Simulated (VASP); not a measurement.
A run of VASP 6.6.1 is set up as follows.

The input INCAR:

```
SYSTEM = Br
PREC = Accurate
ENCUT = 520
EDIFF = 1E-7
ISMEAR = -1
SIGMA = 0.05
LREAL = .FALSE.
LASPH = .TRUE.
NELM = 100
ALGO = Normal
ISIF = 2
LWAVE = .FALSE.
LCHARG = .FALSE.
GGA = PE
NBANDS = 10
```

Contents of KPOINTS:

```
Automatic mesh
0
G
  8 8 8
  0 0 0
```

Contents of POSCAR:

```
Br
1.0
    1.7028156778      1.7028156778      1.7028156778
   -1.7028156778      1.7028156778      1.7028156778
   -1.7028156778     -1.7028156778      1.7028156778
Br
1
Direct
    0.0000000000      0.0000000000      0.0000000000
```

Potentials or basis: VASP PAW PBE potentials, release 64 (Br).

Launch:

```console
$ cat potpaw_PBE.64/Br/POTCAR > POTCAR
$ mpirun -np 1 vasp_std > vasp.out
```

Q: Predict the pressure.

A: 20.0 GPa.

Q: What does it give for the band gap on the k mesh?

A: None (metal or under the smearing width).

Caveat: so large a pressure means that the cell lies far from this level's equilibrium, or that cutoff or potentials fall short; an odd number of electrons without spin polarisation forces a metal; a magnetic or distorted state may lie lower.
